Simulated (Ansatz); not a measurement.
# SnO (puckered monolayer (GeS type)): G0W0 under other settings

Aim: change settings of a G0W0 run on SnO (puckered monolayer (GeS type)) and see what moves.

Main program and level: Ansatz 0.2.0; G0W0 on PBE, plane waves, PAW; PAW set soft_1.

**1. Set-up**

The cell holds 4 atoms: 2 Sn and 2 O. Cell: a = 4.051 Å, b = 3.649 Å, c = 27.900 Å, α = 90.0°, β = 90.0°, γ = 90.0°. Vacuum lies along c.

The structure was relaxed with PBE. The runs that relaxed it are not among those shown. The Coulomb interaction is cut off across the vacuum.

**2. The base run: 4×4×1 mesh, 371 empty bands, screening to 54 eV, PAW set soft_1 files**

Now the one-shot GW correction: screening in the RPA, then the self-energy of the levels asked for. This step takes PAW set soft_1 files.

Contents of input.yaml:

```yaml
crystal:
  lattice:
    - [4.0514457101, 0.0, 0.0]
    - [0.0, 3.6485742088, 0.0]
    - [0.0, 0.0, 27.9]
  atoms:
    - { symbol: Sn, position: [0.2999864356, 0.0, 0.5419295849] }
    - { symbol: O, position: [0.3000135644, 0.5, 0.4962318703] }
    - { symbol: Sn, position: [0.7999864356, 0.5, 0.4580704151] }
    - { symbol: O, position: [-0.1999864356, 0.0, 0.5037681297] }
  periodic: [true, true, false]
kpoints:
  mp_grid: { grid: [4, 4, 1] }
hamiltonian:
  xc: pbe
  pseudopotentials: { kind: paw, azcp: { folder: soft_1 } }
scf:
  occupations: { method: fixed }
gw:
  n_empty_bands: 371
  ecut_chi: 54.0
  qp_bands: [v2, c2]
  qp_kpoints: band_edges
  screening: { model: contour_deformation }
```

Started as:

```console
ansatz run input.yaml --threads 4 --pin off --max-ram 17510MiB --backend cpu --events-out ev --progress --plain --runs-dir out
```

Numbers of over 12 decimals in the logs are rounded to 6 here.

Output:

```text
Engine: ansatz 0.2.0, x86_64-unknown-linux-gnu
Pseudopotentials: kind: paw
Pseudopotential: Sn, paw, valence charge 14, recommended cutoff 420 eV (normal), soft_1/Sn.paw.azcp
Pseudopotential: O, paw, valence charge 6, recommended cutoff 420 eV (normal), soft_1/O.paw.azcp
Functional definition: PBE
  parameter kappa = 0.804
  parameter beta = 0.066725
  exchange = pbe_x(kappa = kappa, mu = beta*pi^2/3)
  correlation = pbe_c(beta = beta)
Crystal: 4 atoms, lattice volume = 412.418 Å³
Basis set: ecut = 420 eV, 7997 PW (Γ)
Bands: 24, of which v1, the nominal top of the filled ones, is band 20 counted from 1 (19 counted from 0)
Symmetry: 4 space group operations
Space group: Pmn21 (ITA 31), of the structure as read, at distance tolerance 7.4e-5 Å
k-points: 9 of 16 (time reversal used)
Non-local potential: Sn, projectors of the file, l = 0: 2, l = 1: 2, l = 2: 2, l = 3: 1
Non-local potential: O, projectors of the file, l = 0: 2, l = 1: 2, l = 2: 1
PAW form: soft (Blöchl's): semilocal exchange-correlation on the pseudo side does not see the compensation charge
PAW one-centre angular grid: Sn, 590 points (default); XC on 64 Gauss nodes
PAW one-centre angular grid: O, 110 points (default); XC on 64 Gauss nodes
Initial density: superposition of atomic densities (neutral atoms: chi_scale 0, normalization atom)
Initial wavefunctions: pseudopotential atomic-orbital guess
Functional: x = pbe(κ = 0.804, μ = 0.219515), c = pbe(β = 0.066725)
SCF iter   1: F=—  HF=-13187.500988 eV  |F-HF|=—  |Δ(HF+E_count)|=         —  Δρ=5.82e-2  dr2=1.67e1  ethr=3.10e-3  ⟨swp⟩=6.2  Hψ=1005  notcnv=0  defer=16
preconditioner: auto → Resta (q_TF=auto, 1.849 Å⁻¹)  ε∞=1.4  [insulator: Δε(μ)=3.683 eV  Ē_g=18.132 eV  n_scr=44 (ndim 8)  ℏωp=11.6 eV  f_vac=0.755  ε∞_Penn≈1.4  vacuum switching on, ρ_ref=2.4e-2 e/Å³]
SCF iter   2: F=—  HF=-13185.708554 eV  |F-HF|=—  |Δ(HF+E_count)|=    1.79e0  Δρ=5.62e-2  dr2=1.20e1  ethr=3.10e-3  ⟨swp⟩=5.9  Hψ=764  notcnv=0  defer=15
SCF iter   3: F=—  HF=-13183.501482 eV  |F-HF|=—  |Δ(HF+E_count)|=    2.21e0  Δρ=9.16e-3  dr2=3.89e-1  ethr=3.10e-3  ⟨swp⟩=4.9  Hψ=640  notcnv=0  defer=17
SCF iter   4: F=—  HF=-13183.462318 eV  |F-HF|=—  |Δ(HF+E_count)|=   3.92e-2  Δρ=4.17e-3  dr2=1.21e-1  ethr=9.73e-4  ⟨swp⟩=3.3  Hψ=417  notcnv=0  defer=17
SCF iter   5: F=—  HF=-13183.443102 eV  |F-HF|=—  |Δ(HF+E_count)|=   1.92e-2  Δρ=1.56e-3  dr2=1.94e-2  ethr=3.03e-4  ⟨swp⟩=2.4  Hψ=313  notcnv=0  defer=18
SCF iter   6: F=—  HF=-13183.439096 eV  |F-HF|=—  |Δ(HF+E_count)|=   4.01e-3  Δρ=3.35e-4  dr2=7.90e-4  ethr=4.85e-5  ⟨swp⟩=3.8  Hψ=458  notcnv=0  defer=18
SCF iter   7: F=—  HF=-13183.439002 eV  |F-HF|=—  |Δ(HF+E_count)|=   9.38e-5  Δρ=2.28e-4  dr2=4.47e-4  ethr=1.97e-6  ⟨swp⟩=2.9  Hψ=447  notcnv=0  defer=18
[...]
NSCF: frozen V_eff on 9 k-points
G₀W₀ screening: q 1/9
[... further progress lines ...]
SCF converged after 10 iterations
Free energy (F): -13183.438905 eV
Harris-Foulkes:  -13183.438905 eV  (|F-HF|=1.06e-9)
Internal energy: -13183.438905 eV  (E = F + TS)
E sigma→0 (E₀):  -13183.438905 eV
Fermi energy:    -5.295573 eV
--- Per-component energies (eV) ---
  E_band       = -740.172628
  E_kinetic    = 670.058622
  E_local      = -59022.890063  (includes V_loc(G=0)·N_el)
  E_nonlocal   = 394.889470
  E_hartree    = 29145.227620
  E_xc         = -393.823184
  E_vxc        = -341.378534  (∫ρ·V_xc dr)
  E_paw        = -9062.869661  (= ΣΔE_a)
  E_vpaw       = -731.302723  (= ΣTr[D̂ρ^β])
  E_aug_tail   = 0.002077  (compensation charges beyond the density's cutoff)
  E_ewald      = 25085.966214
  E_smearing   = -0.000000  (= −TS)
  E_closure    = 0.000000  (closes the sum)
  Σ components = -13183.438905   (vs F -13183.438905, Δ=0.00e0)
--- Band table (eV; the first three rows and the last of 9) ---
  k-point 0: bands = [... 16 lower, -7.4590, -7.0924, -7.0309, -5.4202, -2.2666, -2.1763, -0.3100, -0.1447]
  k-point 1: bands = [... 16 lower, -8.0080, -7.5782, -6.9280, -5.2956, -1.3582, -1.1428 (-1.1428°), -0.8825, -0.0114]
  k-point 2: bands = [... 16 lower, -8.7840, -8.7840, -5.7541, -5.7541, -2.2821, -2.2821, 0.5501, 0.5501]
  k-point 8: bands = [... 16 lower, -6.5517, -6.5517, -5.9472, -5.9472, -2.3564, -2.3564, -0.0732, -0.0732]
  ° read free of the cell's end (the report's vacuum.weakly_bound_levels)
--- G₀W₀: contour deformation, 6 samples at zero and on the imaginary axis and 1 off it, 16 q-points, 371 empty bands' worth ---
  eigenvalues of the whole cell's RPA ε∞ on this k-mesh (on a slab, of 1 + 4πα/V) = 1.1633, 1.7728, 1.8327; static W/v taken at q = 0 is 0.689051
  bands read: the sum over 391 bands ends inside a degenerate multiplet in 5 slots, whose members it reads at an even weight; the widest, k=2: bands 391 to 392 (counted from 1) at 1/2 each
  gw.qp_kpoints: band_edges: 9 of 9 stored k-points solved, in 1 pass; an edge of the gap read off the rows below is read off those points alone
    ik  band        ε_KS         Σx   Σc(E_QP)       V_xc       Z   E_QP_lin       E_QP  E_QP is
     0    19     -7.0309   -25.5715     4.5989   -20.4417  0.7257    -7.5686    -7.5617  root
     0    20     -5.4202   -18.9444     2.3642   -15.7832  0.7613    -6.2306    -6.2171  root
     0    21     -2.2666    -6.9610    -2.6821   -10.4758  0.8255    -1.4226    -1.4340  root
     0    22     -2.1763    -7.1737    -3.1318   -11.3298  0.8201    -1.1332    -1.1520  root
     1    19     -6.9280   -20.0569     3.0808   -16.1268  0.7427    -7.7992    -7.7773  root
     1    20     -5.2956   -19.1125     2.2249   -16.1203  0.7643    -6.0745    -6.0628  root
     1    21     -1.3582    -6.9704    -2.8249   -10.7755  0.8040    -0.3564    -0.3780  root
     1    22     -1.1428    -7.8101    -2.7553   -11.6167  0.8059    -0.0665    -0.0915  root
[...]
8    19     -5.9472   -18.4815     1.9017   -15.7160  0.7671    -6.8274    -6.8109  root
     8    20     -5.9472   -18.4815     1.9017   -15.7160  0.7671    -6.8274    -6.8109  root
     8    21     -2.3564    -7.4258    -2.9032   -11.2817  0.8040    -1.3869    -1.4038  root
     8    22     -2.3564    -7.4258    -2.9032   -11.2817  0.8040    -1.3869    -1.4038  root
```

Elapsed: 87 s, on 4 threads of Intel Xeon Platinum 8488C (Sapphire Rapids), shared host; peak memory 3.6 GiB.

Numbers from this step:

```
bands summed                                 : 391
plane waves in the screening matrix          : 369
q-points in the mesh                         : 16
G0W0 gap on the mesh                         : 4.629 eV
k of the valence top                         : 0, 0.25, 0
k of the conduction bottom                   : 0, 0, 0
starting gap on the mesh                     : 2.939 eV
Z at the valence top                         : 0.7643
Z at the conduction bottom                   : 0.8255
least direct G0W0 gap on the computed points : 4.783 eV
```

The gap on the mesh goes from 2.94 eV to 4.63 eV, a correction of +1.69 eV, though a band edge has moved to another state.

**3. Variant: frequency model**

input.yaml: that of step 2 with these lines changed.

```diff
@@ -23,2 +23,2 @@
   qp_kpoints: band_edges
-  screening: { model: contour_deformation }
+  screening: { model: godby_needs }
```

Output:

```text
[...]
Crystal: 4 atoms, lattice volume = 412.418 Å³
Basis set: ecut = 420 eV, 7997 PW (Γ)
Bands: 24, of which v1, the nominal top of the filled ones, is band 20 counted from 1 (19 counted from 0)
[... 1 set-up line as in the run before ...]
[...]
k-points: 9 of 16 (time reversal used)
[...]
SCF iter   1: F=—  HF=-13187.500988 eV  |F-HF|=—  |Δ(HF+E_count)|=         —  Δρ=5.82e-2  dr2=1.67e1  ethr=3.10e-3  ⟨swp⟩=6.2  Hψ=1005  notcnv=0  defer=16
[...]
SCF iter  10: F=-13183.438905 eV  HF=-13183.438905 eV  |F-HF|=1.06e-9  |Δ(HF+E_count)|=   9.18e-8  Δρ=6.71e-7  dr2=2.69e-9  ethr=2.50e-10  ⟨swp⟩=11.7  Hψ=1052  notcnv=0
SCF 1 converged in 10 iterations: F = -13183.438905 eV  dr2 = 2.69e-9
[...]
NSCF: frozen V_eff on 9 k-points
G₀W₀ screening: q 1/9
[... further progress lines ...]
SCF converged after 10 iterations
Free energy (F): -13183.438905 eV
[...]
Internal energy: -13183.438905 eV  (E = F + TS)
E sigma→0 (E₀):  -13183.438905 eV
Fermi energy:    -5.295573 eV
[...]
--- Band table (eV; the first three rows and the last of 9) ---
  k-point 0: bands = [... 16 lower, -7.4590, -7.0924, -7.0309, -5.4202, -2.2666, -2.1763, -0.3100, -0.1447]
  k-point 1: bands = [... 16 lower, -8.0080, -7.5782, -6.9280, -5.2956, -1.3582, -1.1428 (-1.1428°), -0.8825, -0.0114]
  k-point 2: bands = [... 16 lower, -8.7840, -8.7840, -5.7541, -5.7541, -2.2821, -2.2821, 0.5501, 0.5501]
  k-point 8: bands = [... 16 lower, -6.5517, -6.5517, -5.9472, -5.9472, -2.3564, -2.3564, -0.0732, -0.0732]
  ° read free of the cell's end (the report's vacuum.weakly_bound_levels)
--- G₀W₀: ω_p = 31.2797 eV, 16 q-points, 371 empty bands' worth ---
[...]
GN-PPA: 665246/2205223 pairs with Re ω̃² < 0 across q-mesh
[...]
0    19     -7.0309   -25.5715     4.5667   -20.4417  0.7710    -7.5957    -7.5939  root
     0    20     -5.4202   -18.9444     2.2693   -15.7832  0.8048    -6.3169    -6.3121  root
     0    21     -2.2666    -6.9610    -2.6946   -10.4758  0.8561    -1.4428    -1.4465  root
     0    22     -2.1763    -7.1737    -3.1162   -11.3298  0.8503    -1.1297    -1.1364  root
     1    19     -6.9280   -20.0569     2.9449   -16.1268  0.7944    -7.9122    -7.9131  root
     1    20     -5.2956   -19.1125     2.1412   -16.1203  0.8053    -6.1510    -6.1466  root
     1    21     -1.3582    -6.9704    -2.7973   -10.7755  0.8443    -0.3409    -0.3503  root
     1    22     -1.1428    -7.8101    -2.7071   -11.6167  0.8439    -0.0380    -0.0434  root
[...]
8    19     -5.9472   -18.4815     1.7987   -15.7160  0.8099    -6.9203    -6.9140  root
     8    20     -5.9472   -18.4815     1.7987   -15.7160  0.8099    -6.9203    -6.9140  root
     8    21     -2.3564    -7.4258    -2.9088   -11.2817  0.8390    -1.4041    -1.4094  root
     8    22     -2.3564    -7.4258    -2.9088   -11.2817  0.8390    -1.4041    -1.4094  root
```

Wall time 92 s (4 threads); peak memory 3.7 GiB.

The G0W0 gap on the mesh is 4.700 eV.

Against the base:

```csv
setting,base,variant
frequency model,contour deformation,plasmon pole
```

```
                                    quantity  variant   base
                    starting gap on the mesh    2.939  2.939
                        G0W0 gap on the mesh    4.700  4.629
least direct G0W0 gap on the computed points    4.866  4.783
                        Z at the valence top    0.805  0.764
                  Z at the conduction bottom    0.856  0.826
```

**4. Summary of results**

```json
{
  "base": "4.63 eV, 87 s",
  "frequency model": "4.70 eV, 92 s"
}
```

Frequency model: the gap moves by +0.07 eV. All runs here use a coarse mesh and modest cutoffs; they test settings and are not final values. The mesh in the plane is coarse for a sheet; gap and any exciton binding can still move on denser ones. The many-body steps are scalar-relativistic: spin-orbit coupling is not in them.

[Paths, hosts, dates, memory and timing lines, banners, echoed tables and standing remarks are left out of the program output.]

[Logs are printed without paths, hosts, clocks, repeated set-up lines and the standing remarks that a program may print on its own settings, such as how far it seeks lower states.]

[Runs of the session that timed out or met a known fault of the program may be left out.]

[Cells called generated may have been cut or substituted from an entry of the Crystallography Open Database or the Materials Project.]

[Hosts, paths, dates, database ids (printed as entryN), source tags and the programs' standing remarks are cut or masked in the printed files.]
